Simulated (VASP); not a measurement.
Set up this calculation in VASP 6.6.1, as the native input.

| Quantity | Value |
| --- | --- |
| Task | relaxation of cell and atoms |
| Functional | revPBE |
| Dispersion | D3 |
| Potentials or basis | VASP PAW PBE potentials, release 64 (N, B) |
| Cutoff | 600 eV |
| k mesh | 12 × 12 × 12 |
| Occupations | fermi-dirac, width 0.05 eV |
| Spin | no spin polarisation |
| Further INCAR settings | ALGO = Fast; EDIFF = 1e-06; IBRION = 2; EDIFFG = -0.02; NSW = 60; ISIF = 3 |

The structure of BN lies in POSCAR:

```
BN
1.0
    1.2511217832      0.7223354983      3.3729344033
   -1.2511217832      0.7223354983      3.3729344033
    0.0000000000     -1.4446709966      3.3729344033
N B
1 1
Direct
    0.6672382000      0.6672382000      0.6672382000
    0.0003288000      0.0003288000      0.0003288000
```

The cell is a database's computed one.

The input as run:

INCAR

```
SYSTEM = BN
PREC     = Accurate       ! precision mode
ENCUT    = 600            ! plane-wave cutoff, eV
EDIFF    = 1E-6           ! SCF threshold, eV
ISMEAR   = -1             ! smearing method
SIGMA    = 0.05           ! smearing width, eV
LREAL    = .False.        ! projectors in reciprocal space
LASPH    = .True.         ! aspherical terms in the spheres
NELM     = 60             ! most SCF steps
ALGO     = Fast           ! electronic algorithm
ISIF     = 3              ! what is computed and relaxed
LWAVE    = .False.        ! write WAVECAR
LCHARG   = .False.        ! write CHGCAR
GGA      = RE             ! functional
IVDW     = 11             ! dispersion correction
IBRION   = 2              ! ionic algorithm
NSW      = 60             ! ionic steps
EDIFFG   = -0.02          ! ionic threshold
```

KPOINTS

```
Automatic mesh
0
Gamma
  12 12 12
  0 0 0
```

Potentials or basis: VASP PAW PBE potentials, release 64 (N, B).

Command:

```bash
$ cat potpaw_PBE.64/N/POTCAR potpaw_PBE.64/B/POTCAR > POTCAR
$ mpirun -np 1 vasp_std > vasp.out
```

Results of the run:

```json
{"Relaxed volume": "8.71 Å³/atom", "Relaxed cell": "a = 3.497 Å, b = 3.497 Å, c = 3.497 Å, α = 42.15°, β = 42.15°, γ = 42.15°", "Space group after relaxing (to 0.05 Å)": "R3m (No. 160)", "Energy gained by relaxing": "4.8 meV/atom", "Ionic steps": "11", "Pressure after relaxing": "0.0 GPa", "Band gap on the k mesh": "4.18 eV, indirect (least direct gap 4.73 eV)", "Dispersion energy per atom": "-0.188 eV"}
```

Caveat: the PAW data sets were made with another functional, which shifts forces and pressure a little.

Run time: 11 min on 1 thread of AMD EPYC 7R43 64-Core Processor (Zen 3) (shared host), peak memory 0.17 GiB.
